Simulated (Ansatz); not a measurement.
# Si (Si, 64 atoms): the cost of one run

Method: DFT PBE, scalar-relativistic, plane waves, PAW, and further levels as typed in the inputs, in Ansatz 0.2.0.

### 1 The system as given

The structure is cubic, space group Fd-3m (No. 227). Conventional cell: a = 5.431 Å, b = 5.431 Å, c = 5.431 Å, α = 90.00°, β = 90.00°, γ = 90.00°. Si (site symmetry -43m) has 4 Si at 2.35 Å as nearest neighbours.

Structure file:

```
CELL_PARAMETERS angstrom
10.86200 0.00000 0.00000
0.00000 10.86200 0.00000
0.00000 0.00000 10.86200
ATOMIC_POSITIONS crystal
Si 0.00000 0.00000 0.00000
Si 0.00000 0.25000 0.25000
Si 0.25000 0.00000 0.25000
Si 0.25000 0.25000 0.00000
Si 0.12500 0.12500 0.12500
Si 0.12500 0.37500 0.37500
Si 0.37500 0.12500 0.37500
Si 0.37500 0.37500 0.12500
Si 0.00000 0.00000 0.50000
Si 0.00000 0.25000 0.75000
Si 0.25000 0.00000 0.75000
Si 0.25000 0.25000 0.50000
Si 0.12500 0.12500 0.62500
Si 0.12500 0.37500 0.87500
Si 0.37500 0.12500 0.87500
Si 0.37500 0.37500 0.62500
Si 0.00000 0.50000 0.00000
Si 0.00000 0.75000 0.25000
Si 0.25000 0.50000 0.25000
Si 0.25000 0.75000 0.00000
Si 0.12500 0.62500 0.12500
Si 0.12500 0.87500 0.37500
Si 0.37500 0.62500 0.37500
Si 0.37500 0.87500 0.12500
Si 0.00000 0.50000 0.50000
Si 0.00000 0.75000 0.75000
Si 0.25000 0.50000 0.75000
Si 0.25000 0.75000 0.50000
Si 0.12500 0.62500 0.62500
Si 0.12500 0.87500 0.87500
Si 0.37500 0.62500 0.87500
Si 0.37500 0.87500 0.62500
Si 0.50000 0.00000 0.00000
Si 0.50000 0.25000 0.25000
Si 0.75000 0.00000 0.25000
Si 0.75000 0.25000 0.00000
Si 0.62500 0.12500 0.12500
Si 0.62500 0.37500 0.37500
Si 0.87500 0.12500 0.37500
Si 0.87500 0.37500 0.12500
Si 0.50000 0.00000 0.50000
Si 0.50000 0.25000 0.75000
Si 0.75000 0.00000 0.75000
Si 0.75000 0.25000 0.50000
Si 0.62500 0.12500 0.62500
Si 0.62500 0.37500 0.87500
Si 0.87500 0.12500 0.87500
Si 0.87500 0.37500 0.62500
Si 0.50000 0.50000 0.00000
Si 0.50000 0.75000 0.25000
Si 0.75000 0.50000 0.25000
Si 0.75000 0.75000 0.00000
Si 0.62500 0.62500 0.12500
Si 0.62500 0.87500 0.37500
Si 0.87500 0.62500 0.37500
Si 0.87500 0.87500 0.12500
Si 0.50000 0.50000 0.50000
Si 0.50000 0.75000 0.75000
Si 0.75000 0.50000 0.75000
Si 0.75000 0.75000 0.50000
Si 0.62500 0.62500 0.62500
Si 0.62500 0.87500 0.87500
Si 0.87500 0.62500 0.87500
Si 0.87500 0.87500 0.62500
```

### 2 Relaxing the atoms: Si64 defect cell, no spin

Contents of input.yaml:

```yaml
crystal:
  lattice:
    - [10.862, 0.0, 0.0]
    - [0.0, 10.862, 0.0]
    - [0.0, 0.0, 10.862]
  atoms:
    - { symbol: Si, position: [0.0, 0.0, 0.0] }
    - { symbol: Si, position: [0.0, 0.25, 0.25] }
    - { symbol: Si, position: [0.25, 0.0, 0.25] }
    - { symbol: Si, position: [0.25, 0.25, 0.0] }
    - { symbol: Si, position: [0.125, 0.125, 0.125] }
    - { symbol: Si, position: [0.125, 0.375, 0.375] }
    - { symbol: Si, position: [0.375, 0.125, 0.375] }
    - { symbol: Si, position: [0.375, 0.375, 0.125] }
    - { symbol: Si, position: [0.0, 0.0, 0.5] }
    - { symbol: Si, position: [0.0, 0.25, 0.75] }
    - { symbol: Si, position: [0.25, 0.0, 0.75] }
    - { symbol: Si, position: [0.25, 0.25, 0.5] }
    - { symbol: Si, position: [0.125, 0.125, 0.625] }
    - { symbol: Si, position: [0.125, 0.375, 0.875] }
    - { symbol: Si, position: [0.375, 0.125, 0.875] }
    - { symbol: Si, position: [0.375, 0.375, 0.625] }
    - { symbol: Si, position: [0.0, 0.5, 0.0] }
    - { symbol: Si, position: [0.0, 0.75, 0.25] }
    - { symbol: Si, position: [0.25, 0.5, 0.25] }
    - { symbol: Si, position: [0.25, 0.75, 0.0] }
    - { symbol: Si, position: [0.125, 0.625, 0.125] }
    - { symbol: Si, position: [0.125, 0.875, 0.375] }
    - { symbol: Si, position: [0.375, 0.625, 0.375] }
    - { symbol: Si, position: [0.375, 0.875, 0.125] }
    - { symbol: Si, position: [0.0, 0.5, 0.5] }
    - { symbol: Si, position: [0.0, 0.75, 0.75] }
    - { symbol: Si, position: [0.25, 0.5, 0.75] }
    - { symbol: Si, position: [0.25, 0.75, 0.5] }
    - { symbol: Si, position: [0.125, 0.625, 0.625] }
    - { symbol: Si, position: [0.125, 0.875, 0.875] }
    - { symbol: Si, position: [0.375, 0.625, 0.875] }
    - { symbol: Si, position: [0.375, 0.875, 0.625] }
    - { symbol: Si, position: [0.5, 0.0, 0.0] }
    - { symbol: Si, position: [0.5, 0.25, 0.25] }
    - { symbol: Si, position: [0.75, 0.0, 0.25] }
    - { symbol: Si, position: [0.75, 0.25, 0.0] }
    - { symbol: Si, position: [0.625, 0.125, 0.125] }
    - { symbol: Si, position: [0.625, 0.375, 0.375] }
    - { symbol: Si, position: [0.875, 0.125, 0.375] }
    - { symbol: Si, position: [0.875, 0.375, 0.125] }
    - { symbol: Si, position: [0.5, 0.0, 0.5] }
    - { symbol: Si, position: [0.5, 0.25, 0.75] }
    - { symbol: Si, position: [0.75, 0.0, 0.75] }
    - { symbol: Si, position: [0.75, 0.25, 0.5] }
    - { symbol: Si, position: [0.625, 0.125, 0.625] }
    - { symbol: Si, position: [0.625, 0.375, 0.875] }
    - { symbol: Si, position: [0.875, 0.125, 0.875] }
    - { symbol: Si, position: [0.875, 0.375, 0.625] }
    - { symbol: Si, position: [0.5, 0.5, 0.0] }
    - { symbol: Si, position: [0.5, 0.75, 0.25] }
    - { symbol: Si, position: [0.75, 0.5, 0.25] }
    - { symbol: Si, position: [0.75, 0.75, 0.0] }
    - { symbol: Si, position: [0.625, 0.625, 0.125] }
    - { symbol: Si, position: [0.625, 0.875, 0.375] }
    - { symbol: Si, position: [0.875, 0.625, 0.375] }
    - { symbol: Si, position: [0.875, 0.875, 0.125] }
    - { symbol: Si, position: [0.5, 0.5, 0.5] }
    - { symbol: Si, position: [0.5, 0.75, 0.75] }
    - { symbol: Si, position: [0.75, 0.5, 0.75] }
    - { symbol: Si, position: [0.75, 0.75, 0.5] }
    - { symbol: Si, position: [0.625, 0.625, 0.625] }
    - { symbol: Si, position: [0.625, 0.875, 0.875] }
    - { symbol: Si, position: [0.875, 0.625, 0.875] }
    - { symbol: Si, position: [0.875, 0.875, 0.625] }
scf:
  occupations: { method: fixed }
output:
  forces: true
  stress: false
  eigenvalues: true
kpoints:
  mp_grid: { grid: [2, 2, 2] }
relax:
  f_tol: 0.02
  max_steps: 60
```

On the command line:

```console
> ansatz run input.yaml --threads 16 --pin off --max-ram 73728MiB --backend cpu --events-out ev --progress --plain --runs-dir out
```

**Question.** How long does this run take on 16 threads of AMD EPYC (Zen 3), shared host, and how much memory does it need?

About 16 s, with a peak of 5.5 GiB.
